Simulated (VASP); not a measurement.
# CaS (Fm-3m) in VASP: further runs

The runs below take CaS through single point, with r2SCAN.

All numbers are computed with VASP 6.6.1; they aren't measurements. Logs are shortened: lines on timing, memory, paths and dates and some standing lists are left out, and cuts for length are marked.

**1. Starting point**

It takes space group Fm-3m (No. 225, cubic). Conventional cell: a = 5.696 Å, b = 5.696 Å, c = 5.696 Å, α = 90.00°, β = 90.00°, γ = 90.00°. Around Ca (site symmetry m-3m) lie 6 S at 2.85 Å. S (site symmetry m-3m) is surrounded by 6 Ca at 2.85 Å.

The cell was built by a generator and needn't be a form met in nature.

**2. Single point, r2SCAN**

The input, POSCAR:

```
CaS
1.0
    0.0000000000      2.8479451031      2.8479451031
    2.8479451031      0.0000000000      2.8479451031
    2.8479451031      2.8479451031      0.0000000000
Ca S
1 1
Direct
    0.0000000000      0.0000000000      0.0000000000
    0.5000000000      0.5000000000      0.5000000000
```

The input, INCAR.step1:

```
SYSTEM = CaS
ALGO = Normal
EDIFF = 1E-4
ENCUT = 520
GGA = PE
ISMEAR = 0
LASPH = .TRUE.
LCHARG = .FALSE.
LREAL = .FALSE.
LWAVE = .TRUE.
NBANDS = 15
NELM = 60
PREC = Accurate
SIGMA = 0.01
```

The input, INCAR.step2:

```
SYSTEM = CaS
ALGO = Normal
EDIFF = 1E-6
ENCUT = 520
ISIF = 2
ISMEAR = 0
ISTART = 1
LASPH = .TRUE.
LCHARG = .FALSE.
LMIXTAU = .TRUE.
LREAL = .FALSE.
LWAVE = .FALSE.
METAGGA = R2SCAN
NBANDS = 15
NELM = 60
PREC = Accurate
SIGMA = 0.01
```

The input, KPOINTS:

```
k-points
0
G
  6 6 6
  0 0 0
```

Potentials or basis: VASP PAW PBE potentials, release 64 (Ca_sv, S).

Run with:

```bash
$ cat potpaw_PBE.64/Ca_sv/POTCAR potpaw_PBE.64/S/POTCAR > POTCAR
$ cp INCAR.step1 INCAR
$ mpirun -np 1 vasp_std > vasp.out
$ cp INCAR.step2 INCAR
$ mpirun -np 1 vasp_std > vasp.out
```

OUTCAR:

```text
SYSTEM = CaS
   EDIFF = 1E-6
   ENCUT = 520
   ISIF = 2
   ISMEAR = 0
   ISTART = 1
   LASPH = .TRUE.
   LREAL = .FALSE.
   METAGGA = R2SCAN
   NELM = 60
   PREC = Accurate

 ion  position               nearest neighbor table
   1  0.000  0.000  0.000-   2 2.85   2 2.85   2 2.85   2 2.85   2 2.85   2 2.85
   2  0.500  0.500  0.500-   1 2.85   1 2.85   1 2.85   1 2.85   1 2.85   1 2.85

  LATTYP: Found a face centered cubic cell.
 ALAT       =     5.6958902062

  Lattice vectors:

 A1 = (   0.0000000000,   2.8479451031,   2.8479451031)
 A2 = (   2.8479451031,   0.0000000000,   2.8479451031)
 A3 = (   2.8479451031,   2.8479451031,   0.0000000000)

Analysis of symmetry for initial positions (statically):
=====================================================================
 Subroutine PRICEL returns:
 Original cell was already a primitive cell.

 Routine SETGRP: Setting up the symmetry group for a
 face centered cubic supercell.

 Subroutine GETGRP returns: Found 48 space group operations
 (whereof 48 operations were pure point group operations)
 out of a pool of 48 trial point group operations.

The static configuration has the point symmetry O_h .

Analysis of symmetry for dynamics (positions and initial velocities):
=====================================================================
 Subroutine PRICEL returns:
 Original cell was already a primitive cell.

 Routine SETGRP: Setting up the symmetry group for a
 face centered cubic supercell.

 Subroutine GETGRP returns: Found 48 space group operations
 (whereof 48 operations were pure point group operations)
 out of a pool of 48 trial point group operations.

The dynamic configuration has the point symmetry O_h .

 Subroutine INISYM returns: Found 48 space group operations
 (whereof 48 operations are pure point group operations),
 and found     1 'primitive' translations

----------------------------------------------------------------------------------------

                                     Primitive cell

  volume of cell :      46.1982

  direct lattice vectors                    reciprocal lattice vectors
     0.000000000  2.847945103  2.847945103    -0.175565182  0.175565182  0.175565182
     2.847945103  0.000000000  2.847945103     0.175565182 -0.175565182  0.175565182
     2.847945103  2.847945103  0.000000000     0.175565182  0.175565182 -0.175565182

  length of vectors
     4.027602590  4.027602590  4.027602590     0.304087815  0.304087815  0.304087815

  position of ions in fractional coordinates (direct lattice)
     0.000000000  0.000000000  0.000000000
     0.500000000  0.500000000  0.500000000

[... 81 lines left out ...]
   EFERMI =   0.00;   METHOD = LEGACY
   ISMEAR =     0;   SIGMA  =   0.01  broadening in eV -4-tet -1-fermi 0-gaus
   EFERMI_NEDOS =   21; number of points for ismear=-14 and -15
   IALGO  =     38    algorithm
   IMIX   =      4    mixing-type and parameters
     AMIX     =   0.40;   BMIX     =  1.00
     AMIX_MAG =   1.60;   BMIX_MAG =  1.00
  volume/ion in A,a.u.               =      23.10       155.88
  Fermi-wavevector in a.u.,A,eV,Ry     =   1.149670  2.172561 17.983381  1.321741
  Thomas-Fermi vector in A             =   2.286338
   LORBIT       =      0    0 simple, 1 ext, 2 COOP (PROOUT), +10 PAW based schemes
   METAGGA = R2SCAN    functional components
   LHFCALC =     F    Hartree Fock is set to
   AEXX    =    0.0000 exact exchange contribution
   IVDW    =     0    specifies the selected vdW correction
   LEPSILON=     F    determine dielectric tensor
   LRPA    =     F    only Hartree local field effects (RPA)
 non-spin polarized calculation
 Gauss-broadening in eV      SIGMA  =   0.01
  energy-cutoff  :      520.00
  volume of cell :       46.20
 maximum number of plane-waves:      1267
 NGX is ok and might be reduce to    30
   NGX = 15   NGY = 15   NGZ = 15

 number of electron      16.0000004 magnetization

 Free energy of the ion-electron system (eV)
  ---------------------------------------------------
  ext. energy  EPLUGINS =         0.00000000
  ---------------------------------------------------
  free energy    TOTEN  =       -19.94126301 eV

  energy without entropy =      -19.94126301  energy(sigma->0) =      -19.94126301

 E-fermi :   2.5587     XC(G=0):  -9.7803

 val. band max:        2.4849944899   @ k =   0.0000   0.0000   0.0000
 cond. band min:       5.2888026024   @ k =   0.5000   0.5000   0.0000
 fundamental gap:      2.8038081126
 Fermi energy:         2.5586502481

 k-point     1 :       0.0000    0.0000    0.0000
  band No.  band energies     occupation
      1     -38.2368      2.00000
      2     -18.3367      2.00000
      3     -18.3367      2.00000
      4     -18.3367      2.00000
      5      -9.3080      2.00000
      6       2.4850      2.00000
      7       2.4850      2.00000
      8       2.4850      2.00000
      9       7.1573      0.00000
     10       7.1574      0.00000
     11       7.1574      0.00000
     12       7.4066      0.00000
     13       7.7938      0.00000
     14       7.7938      0.00000
[... 257 lines left out ...]
      2     -18.4399      2.00000
      3     -18.4034      2.00000
      4     -18.3935      2.00000
      5      -8.5796      2.00000
      6       0.4006      2.00000
      7       1.0718      2.00000
      8       1.0978      2.00000
      9       6.6352      0.00000
     10       8.9806      0.00000
     11       9.0214      0.00000
     12       9.6648      0.00000
     13       9.9018      0.00000
     14      11.0890      0.00000
     15      13.2201      0.00000

------------------------ aborting loop because EDIFF is reached ----------------------------------------

  FORCE on cell =-STRESS in cart. coord.  units (eV):
  Direction    XX          YY          ZZ          XY          YZ          ZX
  --------------------------------------------------------------------------------------
  -------------------------------------------------------------------------------------
  Total        0.0835881      0.0835881      0.0835881      0.0000000      0.0000000     -0.0000000
  in kB        2.8988796      2.8988796      2.8988796      0.0000000      0.0000000     -0.0000000
  external PRESSURE =       2.8988796 kB  Pullay stress =       0.0000000 kB

 VOLUME and BASIS-vectors are now :
 -----------------------------------------------------------------------------
  energy-cutoff  :      520.00
  volume of cell :       46.20
      direct lattice vectors                 reciprocal lattice vectors
     0.000000000  2.847945103  2.847945103    -0.175565182  0.175565182  0.175565182
     2.847945103  0.000000000  2.847945103     0.175565182 -0.175565182  0.175565182
     2.847945103  2.847945103  0.000000000     0.175565182  0.175565182 -0.175565182

 POSITION                                       TOTAL-FORCE (eV/Angst)
 -----------------------------------------------------------------------------------
      0.00000      0.00000      0.00000        -0.000000      0.000000      0.000000
      2.84795      2.84795      2.84795         0.000000      0.000000     -0.000000
 -----------------------------------------------------------------------------------
    total drift:                               -0.000000      0.000000      0.000000

  FREE ENERGIE OF THE ION-ELECTRON SYSTEM (eV)
  ---------------------------------------------------
  free  energy   TOTEN  =       -19.9412630090 eV

  energy  without entropy=      -19.9412630090  energy(sigma->0) =      -19.94126301
```

OUTCAR.step1:

```text
SYSTEM = CaS
   EDIFF = 1E-4
   ENCUT = 520
   GGA = PE
   ISMEAR = 0
   LASPH = .TRUE.
   LREAL = .FALSE.
[... 499 lines left out ...]
      0.00000      0.00000      0.00000        -0.000000      0.000000      0.000000
      2.84795      2.84795      2.84795         0.000000     -0.000000     -0.000000
 -----------------------------------------------------------------------------------
    total drift:                               -0.000000      0.000000      0.000000

  FREE ENERGIE OF THE ION-ELECTRON SYSTEM (eV)
  ---------------------------------------------------
  free  energy   TOTEN  =       -10.3635513747 eV

  energy  without entropy=      -10.3635513747  energy(sigma->0) =      -10.36355137
```

It took 43 s on 1 thread of Intel Xeon Platinum 8559C (Emerald Rapids), shared host; peak memory 0.17 GiB.

Results:

- Free energy: -19.9413 eV
- Pressure: 0.3 GPa
- Band gap on the k mesh: 2.80 eV, indirect (least direct gap 3.63 eV)

Levels at points of the mesh, in eV from the valence-band top:
| k point | band 6 | band 7 | band 8 | band 9 | band 10 | band 11 |
| --- | --- | --- | --- | --- | --- | --- |
| (0.00, 0.00, 0.00) | 0.00 | 0.00 | 0.00 | 4.67 | 4.67 | 4.67 |
| (0.50, 0.00, 0.00) | -3.10 | -1.16 | -1.16 | 5.79 | 6.68 | 6.82 |
| (0.50, 0.50, 0.00) | -2.31 | -0.82 | -0.82 | 2.80 | 6.18 | 6.77 |

Caveat: the PAW data sets were made with another functional, which shifts forces and pressure a little.

**3. Single point, r2SCAN**

POSCAR is that of step 2.

The input, INCAR.step1:

```
PREC = Accurate
ENCUT = 520
ISMEAR = 1
SIGMA = 0.2
LREAL = F
LASPH = T
NELM = 80
NBANDS = 15
GGA = PE
ALGO = Normal
EDIFF = 1E-4
LWAVE = T
LCHARG = F
```

The input, INCAR.step2:

```
PREC = Accurate
ENCUT = 520
EDIFF = 1E-6
ISMEAR = 1
SIGMA = 0.2
LREAL = F
LASPH = T
NELM = 80
ALGO = Normal
ISIF = 2
LWAVE = F
LCHARG = T
METAGGA = R2SCAN
LMIXTAU = T
LELF = T
LVHAR = T
NBANDS = 15
ISTART = 1
```

The input, KPOINTS:

```
regular mesh
0
Gamma
  6 6 6
```

Potentials or basis: VASP PAW PBE potentials, release 64 (Ca_sv, S).

Run with:

```bash
$ cat potpaw_PBE.64/Ca_sv/POTCAR potpaw_PBE.64/S/POTCAR > POTCAR
$ cp INCAR.step1 INCAR
$ mpirun -np 1 vasp_std > vasp.out
$ cp INCAR.step2 INCAR
$ mpirun -np 1 vasp_std > vasp.out
```

It took 42 s on 1 thread of Intel Xeon Platinum 8559C (Emerald Rapids), shared host; peak memory 0.17 GiB.

Results (log left out):

```
Free energy            : -19.9411 eV
Pressure               : 0.3 GPa
Band gap on the k mesh : 2.80 eV, indirect (least direct gap 3.63 eV)
```

Levels at points of the mesh, in eV from the valence-band top:
```
           k point  band 5  band 6  band 7  band 8  band 9  band 10  band 11  band 12
(0.00, 0.00, 0.00)  -11.79    0.00    0.00    0.00    4.67     4.67     4.67     4.92
(0.50, 0.00, 0.00)  -10.96   -3.10   -1.16   -1.16    5.79     6.68     6.82     6.82
(0.50, 0.50, 0.00)  -11.15   -2.31   -0.83   -0.83    2.80     6.18     6.77     7.41
```

Caveat: the PAW data sets were made with another functional, which shifts forces and pressure a little. A k mesh can miss the band edges.
